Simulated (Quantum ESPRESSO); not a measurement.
# MgO (Fm-3m) in Quantum ESPRESSO: notebook, part 3 of 4

Quantum ESPRESSO 7.5. Earlier steps stand in the parts before.

### 4 Phonons, BLYP

Input file pw.in:

```
&CONTROL
  calculation = 'scf'
  prefix = 'pwscf'
  outdir = './tmp'
  pseudo_dir = './pseudo'
  tprnfor = .true.
  tstress = .true.
  disk_io = 'low'
/
&SYSTEM
  ibrav = 0
  nat = 2
  ntyp = 2
  ecutwfc = 45
  ecutrho = 360
  nbnd = 14
  input_dft = 'blyp'
  occupations = 'smearing'
  smearing = 'fd'
  degauss = 0.00367493
/
&ELECTRONS
  conv_thr = 4d-10
  electron_maxstep = 120
  mixing_beta = 0.5
/
ATOMIC_SPECIES
Mg    24.3050 mg_pbe_v1.4.uspp.F.UPF
O     15.9990 o_pbe_v1.2.uspp.F.UPF
CELL_PARAMETERS angstrom
   0.0000000000    2.0970013927    2.0970013927
   2.0970013927    0.0000000000    2.0970013927
   2.0970013927    2.0970013927    0.0000000000
ATOMIC_POSITIONS angstrom
Mg     0.0000000000    0.0000000000    0.0000000000
O      2.0970013927    2.0970013927    2.0970013927
K_POINTS automatic
6 6 6 1 1 1
```

Input file relax.in:

```
&CONTROL
  calculation = 'vc-relax'
  prefix = 'pwscf'
  outdir = './tmp'
  pseudo_dir = './pseudo'
  tprnfor = .true.
  tstress = .true.
  disk_io = 'low'
  nstep = 40
  forc_conv_thr = 0.0001
  etot_conv_thr = 1d-06
/
&SYSTEM
  ibrav = 0
  nat = 2
  ntyp = 2
  ecutwfc = 45
  ecutrho = 360
  nbnd = 14
  input_dft = 'blyp'
  occupations = 'smearing'
  smearing = 'fd'
  degauss = 0.00367493
/
&ELECTRONS
  conv_thr = 4d-10
  electron_maxstep = 120
  mixing_beta = 0.5
/
&IONS
  ion_dynamics = 'bfgs'
/
&CELL
  cell_dynamics = 'bfgs'
  press = 0
  press_conv_thr = 0.2
/
ATOMIC_SPECIES
Mg    24.3050 mg_pbe_v1.4.uspp.F.UPF
O     15.9990 o_pbe_v1.2.uspp.F.UPF
CELL_PARAMETERS angstrom
   0.0000000000    2.0970013927    2.0970013927
   2.0970013927    0.0000000000    2.0970013927
   2.0970013927    2.0970013927    0.0000000000
ATOMIC_POSITIONS angstrom
Mg     0.0000000000    0.0000000000    0.0000000000
O      2.0970013927    2.0970013927    2.0970013927
K_POINTS automatic
6 6 6 1 1 1
```

Input file scf2.in:

```
&CONTROL
  calculation = 'scf'
  prefix = 'pwscf'
  outdir = './tmp'
  pseudo_dir = './pseudo'
  tprnfor = .true.
  tstress = .true.
  disk_io = 'low'
/
&SYSTEM
  ibrav = 0
  nat = 2
  ntyp = 2
  ecutwfc = 45
  ecutrho = 360
  nbnd = 14
  input_dft = 'blyp'
  occupations = 'fixed'
/
&ELECTRONS
  conv_thr = 1d-13
  electron_maxstep = 120
  mixing_beta = 0.5
  startingpot = 'file'
  startingwfc = 'file'
/
ATOMIC_SPECIES
Mg    24.3050 mg_pbe_v1.4.uspp.F.UPF
O     15.9990 o_pbe_v1.2.uspp.F.UPF
CELL_PARAMETERS angstrom
   0.0000000000    2.1390108067    2.1390108067
   2.1390108067    0.0000000000    2.1390108067
   2.1390108067    2.1390108067    0.0000000000
ATOMIC_POSITIONS angstrom
Mg     0.0000000000    0.0000000000    0.0000000000
O      2.1390108067    2.1390108067    2.1390108067
K_POINTS automatic
6 6 6 1 1 1
```

Input file ph.in:

```
phonons of MgO
&INPUTPH
  prefix = 'pwscf'
  outdir = './tmp'
  tr2_ph = 1d-18
  fildyn = 'dyn'
  niter_ph = 90
  alpha_mix(1) = 0.7
  epsil = .true.
/
0.0000000000 0.0000000000 0.0000000000
```

Input file dynmat.in:

```
&INPUT
  fildyn = 'dyn'
  asr = 'crystal'
  lperm = .true.
  filout = 'dynmat.disp'
  fileig = 'dynmat.eig'
/
```

Input file dynmat_lo.in:

```
&INPUT
  fildyn = 'dyn'
  asr = 'crystal'
  filout = 'dynmat_lo.disp'
  fileig = 'dynmat_lo.eig'
  q(1) = 0
  q(2) = 0
  q(3) = 1
/
```

Potentials or basis: GBRV 1.5 PBE.

Started as:

```bash
> OMP_NUM_THREADS=1 pw.x -in pw.in > pw.out
> OMP_NUM_THREADS=1 pw.x -in relax.in > relax.out
> OMP_NUM_THREADS=1 pw.x -in scf2.in > scf2.out
> OMP_NUM_THREADS=1 ph.x -in ph.in > ph.out
> OMP_NUM_THREADS=1 dynmat.x -in dynmat.in > dynmat.out
> OMP_NUM_THREADS=1 dynmat.x -in dynmat_lo.in > dynmat_lo.out
```

pw.out:

```text
This program is part of the open-source Quantum ESPRESSO suite
     for quantum simulation of materials; please cite
         "P. Giannozzi et al., J. Phys.:Condens. Matter 21 395502 (2009);
         "P. Giannozzi et al., J. Phys.:Condens. Matter 29 465901 (2017);
         "P. Giannozzi et al., J. Chem. Phys. 152 154105 (2020);
     in publications or presentations arising from this work. More details at

     IMPORTANT: XC functional enforced from input :
     Exchange-correlation= BLYP
                           (   1   3   1   3   0   0   0)
     Any further DFT definition will be discarded
     Please, verify this is what you really want

     Message from routine setup:
     using ibrav=0 with symmetry is DISCOURAGED, use correct ibrav instead

     G-vector sticks info
     --------------------
     sticks:   dense  smooth     PW     G-vecs:    dense   smooth      PW
     Sum         769     379    127                14331     5029     965

     Using Slab Decomposition

     bravais-lattice index     =            0
     lattice parameter (alat)  =       5.6042  a.u.
     unit-cell volume          =     124.4580 (a.u.)^3
     number of atoms/cell      =            2
     number of atomic types    =            2
     number of electrons       =        16.00
     number of Kohn-Sham states=           14
     kinetic-energy cutoff     =      45.0000  Ry
     charge density cutoff     =     360.0000  Ry
     scf convergence threshold =      4.0E-10
     mixing beta               =       0.5000
[... 92 lines left out ...]
     Check: negative core charge=   -0.000002

     Initial potential from superposition of free atoms

     starting charge      15.6998, renormalised to      16.0000
     Starting wfcs are    9 randomized atomic wfcs +    5 random wfcs

     Self-consistent Calculation

     iteration #  1     ecut=    45.00 Ry     beta= 0.50
     Davidson diagonalization with overlap
     ethr =  1.00E-02,  avg # of iterations =  5.6

     total energy              =    -157.69107521 Ry
     estimated scf accuracy    <       0.43337903 Ry
[... 50 lines left out ...]
     iteration #  9     ecut=    45.00 Ry     beta= 0.50
     Davidson diagonalization with overlap
     ethr =  4.79E-12,  avg # of iterations =  2.0

     End of self-consistent calculation

          k = 0.0589 0.0589 0.0589 (   624 PWs)   bands (ev):

   -64.2627 -31.0295 -31.0241 -31.0241  -8.8173   7.8598   8.2637   8.2637
    13.8965  23.5009  24.5536  24.5536  29.4380  29.4380
[... 73 lines left out ...]
   -64.2514 -31.0956 -31.0549 -31.0516  -7.3539   4.4017   6.7879   7.0136
    18.0967  18.7159  21.7610  27.4187  27.4601  34.2308

          k =-0.5303 0.1768-0.0589 (   641 PWs)   bands (ev):

   -64.2528 -31.0887 -31.0548 -31.0458  -7.4892   4.6974   6.5844   7.1284
    18.6894  19.4145  21.8181  26.1871  27.7275  33.0564

          k =-0.4125 0.0589 0.0589 (   631 PWs)   bands (ev):
[... 51 lines left out ...]
   -64.2534 -31.1022 -31.0473 -31.0353  -7.4768   4.1362   6.7571   7.5260
    17.7912  21.0318  22.7705  25.5497  29.3295  30.9744

     the Fermi energy is     9.8574 ev

!    total energy              =    -157.81914847 Ry
     estimated scf accuracy    <          2.1E-11 Ry
     smearing contrib. (-TS)   =      -0.00000000 Ry
     internal energy E=F+TS    =    -157.81914847 Ry

     The total energy is F=E-TS. E is the sum of the following terms:
     one-electron contribution =     -86.31873281 Ry
     hartree contribution      =      48.14830929 Ry
     xc contribution           =     -24.47395927 Ry
     ewald contribution        =     -95.17476569 Ry

     convergence has been achieved in   9 iterations

     Forces acting on atoms (cartesian axes, Ry/au):

     atom    1 type  1   force =    -0.00000000    0.00000000    0.00000000
     atom    2 type  2   force =     0.00000000   -0.00000000   -0.00000000

     Total force =     0.000000     Total SCF correction =     0.000000

     Computing stress (Cartesian axis) and pressure

          total   stress  (Ry/bohr**3)                   (kbar)     P=       97.07
   0.00065985   0.00000000   0.00000000           97.07        0.00        0.00
   0.00000000   0.00065985   0.00000000            0.00       97.07        0.00
   0.00000000   0.00000000   0.00065985            0.00        0.00       97.07

=------------------------------------------------------------------------------=
   JOB DONE.
=------------------------------------------------------------------------------=
```

relax.out:

```text
This program is part of the open-source Quantum ESPRESSO suite
     for quantum simulation of materials; please cite
         "P. Giannozzi et al., J. Phys.:Condens. Matter 21 395502 (2009);
         "P. Giannozzi et al., J. Phys.:Condens. Matter 29 465901 (2017);
         "P. Giannozzi et al., J. Chem. Phys. 152 154105 (2020);
[... 1484 lines left out ...]
   0.00000000  -0.00000528   0.00000000            0.00       -0.78        0.00
   0.00000000   0.00000000  -0.00000528            0.00        0.00       -0.78

=------------------------------------------------------------------------------=
   JOB DONE.
=------------------------------------------------------------------------------=
```

Wall time 2.3 min (1 thread of Intel Xeon Platinum 8375C at 2.90GHz (Ice Lake), shared host); peak memory 0.12 GiB.

What came out:

* Free energy: -2147.2722 eV
* Relaxed volume: 9.79 Å³/atom
* Relaxed cell: a = 3.025 Å, b = 3.025 Å, c = 3.025 Å, α = 60.00°, β = 60.00°, γ = 60.00°
* Space group after relaxing (to 0.05 Å): Fm-3m (No. 225)
* Pressure after relaxing: -0.1 GPa
* Electronic dielectric tensor (diagonal): 3.15
* Born charges (mean of the diagonal): Mg +2.01; O -2.02 e
* Highest phonon frequency at Γ, LO-TO splitting left out: 353 cm⁻¹
* Static dielectric tensor (diagonal): 11.58

Step by step:
```tsv
step	energy change (eV)	largest force (eV/Å)	pressure (GPa)	volume (Å³)
1	0.0000	0.0000	9.71	18.44
2	-0.0316	0.0000	1.53	19.37
3	-0.0326	0.0000	0.14	19.55
4	-0.0326	0.0000	0.00	19.57
```

Final structure:
```yaml
crystal:
  lattice:
    - [0.00000, 2.13901, 2.13901]
    - [2.13901, 0.00000, 2.13901]
    - [2.13901, 2.13901, 0.00000]
  atoms:
    - { symbol: Mg, position: [0.00000, 0.00000, 0.00000] }
    - { symbol: O, position: [0.50000, 0.50000, 0.50000] }
```

Phonon frequencies in cm⁻¹ (negative: imaginary):
```
              q point           frequencies
(0.000, 0.000, 0.000)  55 55 55 353 353 353
```

Electronic dielectric tensor:
```
3.15 0.00 0.00
0.00 3.15 0.00
0.00 0.00 3.15
```

Born effective charge tensors (e):
atom 1, Mg
```
2.01 0.00 0.00
0.00 2.01 0.00
0.00 0.00 2.01
```
atom 2, O
```
-2.02  0.00  0.00
 0.00 -2.02  0.00
 0.00  0.00 -2.02
```

Optical modes at Γ, degenerate ones joined, polar ones without the macroscopic field:
```csv
cm⁻¹,components,symmetry,active in,"IR intensity, summed ((D/Å)²/amu)"
354,3,T1u,IR,29.10
```

Zone-centre frequencies without and with the macroscopic field along z (cm⁻¹):
```csv
,optical modes in rising order
without,354 354 354
with the field,354 354 679
```

Static dielectric tensor, electrons and zone-centre modes:
```
11.58  0.00  0.00
 0.00 11.58  0.00
 0.00  0.00 11.58
```

Caveat: the potentials were made for another functional, which shifts forces and pressure; before the sum rule the acoustic modes lie tens of cm⁻¹ from zero, a sign that the density grid also shifts the optical modes.

(Part 3 of 4 ends here.)
